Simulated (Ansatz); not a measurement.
Geometry optimisation in Ansatz: input, command and trajectory.

```yaml
crystal:
  lattice:
    - [5.3892970408, 0.0, 0.0]
    - [-2.6946485204, 4.6672681459, 0.0]
    - [0.0, 0.0, 4.3232092745]
  atoms:
    - { symbol: Ti, position: [0.3433295606, 0.1716647803, 0.75] }
    - { symbol: Ti, position: [0.8283352197, 0.1716647803, 0.75] }
    - { symbol: Ti, position: [0.8283352197, 0.6566704394, 0.75] }
    - { symbol: Ti, position: [0.6566704394, 0.8283352197, 0.25] }
    - { symbol: Ti, position: [0.1716647803, 0.8283352197, 0.25] }
    - { symbol: Ti, position: [0.1716647803, 0.3433295606, 0.25] }
    - { symbol: Si, position: [0.3333333333, 0.6666666667, 0.75] }
    - { symbol: Si, position: [0.6666666667, 0.3333333333, 0.25] }
basis:
  ecutwfc: 500
kpoints:
  mp_grid: { grid: [6, 6, 8] }
hamiltonian:
  xc: r2scan
scf:
  occupations: { method: gaussian, width: 0.1 }
output:
  forces: true
  stress: true
  eigenvalues: true
relax:
  adjacent_minimum: "off"
  f_tol: 0.01
  max_steps: 30
  cell: { stress_tol: 0.1, fix: [volume] }
```

```bash
ansatz run input.yaml --threads 2 --pin off --max-ram 5120MiB --backend cpu --events-out ev --progress --plain --runs-dir out
```

All numbers below come from DFT r2SCAN, scalar-relativistic, plane waves, PAW (Ansatz).

The volume is held at 0.88 times that of the relaxed cell.

Of 3 frames 2 are shown, positions in Å and forces in eV/Å; the SCF threshold varies from step to step. Steps run on the plane waves of an earlier cell, with a Pulay correction in the pressure. The basis is chosen afresh for the last frame, the zero of the energies, and at times for earlier ones too; energy and pressure can step there, also at an unchanged geometry. Where two frames share a geometry here, they differ by under 2 meV/atom and 0.3 GPa.

```xyz
8
Lattice="5.3893 0.0000 0.0000 -2.6946 4.6673 0.0000 0.0000 0.0000 4.3232" Properties=species:S:1:pos:R:3:forces:R:3 pbc="T T T" step=1 free_energy_over_end_meV_per_atom=0.02 pressure_GPa=23.24
Ti    1.3877    0.8012    3.2424   -0.0021   -0.0012    0.0000
Ti    4.0016    0.8012    3.2424    0.0021   -0.0012    0.0000
Ti    2.6946    3.0649    3.2424    0.0000    0.0024    0.0000
Ti    1.3069    3.8661    1.0808    0.0021    0.0012    0.0000
Ti   -1.3069    3.8661    1.0808   -0.0021    0.0012    0.0000
Ti    0.0000    1.6024    1.0808    0.0000   -0.0024    0.0000
Si    0.0000    3.1115    3.2424    0.0000    0.0000    0.0000
Si    2.6946    1.5558    1.0808    0.0000    0.0000    0.0000
8
Lattice="5.3863 0.0000 0.0000 -2.6931 4.6646 0.0000 0.0000 0.0000 4.3281" Properties=species:S:1:pos:R:3:forces:R:3 pbc="T T T" step=3 free_energy_over_end_meV_per_atom=0.00 pressure_GPa=23.23
Ti    1.3867    0.8006    3.2461    0.0001    0.0000    0.0000
Ti    3.9996    0.8006    3.2461   -0.0001    0.0000    0.0000
Ti    2.6931    3.0634    3.2461    0.0000   -0.0001    0.0000
Ti    1.3064    3.8640    1.0820   -0.0001    0.0000    0.0000
Ti   -1.3064    3.8640    1.0820    0.0001    0.0000    0.0000
Ti    0.0000    1.6012    1.0820    0.0000    0.0001    0.0000
Si    0.0000    3.1098    3.2461    0.0000    0.0000    0.0000
Si    2.6931    1.5549    1.0820    0.0000    0.0000    0.0000
```

It took 25 s on 2 threads of AMD EPYC 7R43 64-Core Processor (Zen 3), with other jobs on the host, peak memory 0.77 GiB.